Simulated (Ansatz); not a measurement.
This log comes from Ansatz, run on diamond C. The cell was relaxed with r2SCAN and then strained (uniaxial -3.34 % along x, other directions held), with the atoms relaxed again with r2SCAN; k points keep the names of the unstrained zone.

The cell:
```xyz
2
Lattice="0.0000 1.7801 1.7801 1.7207 0.0000 1.7801 1.7207 1.7801 0.0000" Properties=species:S:1:pos:R:3 pbc="T T T"
C     0.0000    0.0000    0.0000
C     0.8603    0.8901    0.8901
```

The log, with set-up remarks and timings taken out:
```
scf.n_extra_bands = 4 over 4 filled bands (N_el = 8.0): the run solves 8 bands
Functional definition: r2SCAN
Crystal: 2 atoms, lattice volume = 10.905 Å³
Basis set: ecut = 500 eV, 275 PW (Γ)
Bands: 8, of which v1, the nominal top of the filled ones, is band 4 counted from 1 (3 counted from 0)
Symmetry: 16 space group operations
Space group: I41/amd (ITA 141)
k-points: 163 of 1728
preconditioner: auto → none  [insulator: Δε(μ)=3.487 eV  ℏωp=31.8 eV]
SCF converged after 6 iterations
Free energy (F): -503.066516 eV
Fermi energy:    14.368743 eV
--- Forces (eV/Å), atoms counted from 1 ---
  atom   1  C       0.00000      0.00000      0.00000
  atom   2  C       0.00000      0.00000      0.00000
--- Stress (GPa, compression-positive) ---
       38.816429       0.000000       0.000000
        0.000000       5.103415       0.000000
        0.000000       0.000000       5.103415
  P = ⅓ Tr σ = 16.3411 GPa (163.411 kbar)
--- Band table (eV; the first three rows and the last of 163) ---
  k-point 0: bands = [-9.2099, 13.8369, 13.8369, 14.3687, 19.7107, 20.1724, 20.1724, 28.7220]
  k-point 1: bands = [-9.0037, 12.6284, 13.4704, 13.8808, 20.2221, 20.6294, 20.9427, 28.8996]
  k-point 2: bands = [-8.3873, 9.9004, 12.6703, 13.1068, 21.2224, 21.6001, 22.2087, 29.4062]
  k-point 162: bands = [0.8886, 0.8886, 4.9416, 4.9416, 26.0076, 26.0076, 28.0385, 28.0385]
```

The file bands.tsv (bands near the Fermi energy, numbered from 0, rounded):
```tsv
# k_distance	band_0	band_1	band_2	band_3	band_4	band_5	band_6	band_7
# fermi_ev = 14.368743
# [0, 0, 0] at k_distance = 0.000000
# [0.5, 0, 0.5] at k_distance = 1.764817
# [0.625, 0.25, 0.625] at k_distance = 2.399645
# [0.375, 0.375, 0.75] at k_distance = 3.505406
# [0.5, 0.5, 0.5] at k_distance = 4.592444
# [0.5, 0.25, 0.75] at k_distance = 5.840358
# [0.35, 0, 0.35] at k_distance = 6.895676
# levels_relative_to = fermi_ev
0.000	-23.579	-0.532	-0.532	0.000	5.342	5.804	5.804	14.353
1.765	-14.400	-14.400	-7.062	-7.062	5.052	5.052	18.055	18.055
2.400	-14.503	-13.266	-10.484	-6.045	6.047	11.632	15.232	16.723
3.505	-14.503	-13.266	-10.484	-6.045	6.047	11.632	15.232	16.723
4.592	-17.396	-14.832	-3.752	-3.110	8.399	8.568	9.817	16.750
5.840	-13.480	-13.480	-9.427	-9.427	11.639	11.639	13.670	13.670
6.896	-18.935	-9.015	-6.258	-6.155	4.390	7.673	14.955	16.007
```
In order the rows are Γ, X, U, K, L, W, Γ–X (0.70).

Problem. Write the input file that gave this output.

Solution.
```yaml
crystal:
  # lattice and atoms as above
kpoints:
  mp_grid: { grid: [12, 12, 12] }
  band_path:
    path:
      - [0.0, 0.0, 0.0]
      - [0.5, 0.0, 0.5]
      - [0.625, 0.25, 0.625]
      - [0.375, 0.375, 0.75]
      - [0.5, 0.5, 0.5]
      - [0.5, 0.25, 0.75]
      - [0.35, 0.0, 0.35]
    npoints: 1
hamiltonian:
  xc: r2scan
scf:
  occupations: { method: fixed }
  n_extra_bands: 4
output:
  forces: true
  stress: true
  eigenvalues: true
```
A single point prints forces and stress when the output block asks for them. Keys that aren't typed take their defaults; thresholds and the kind of smearing can't be read off these lines.

Spin-unpolarised throughout; all numbers are computed.
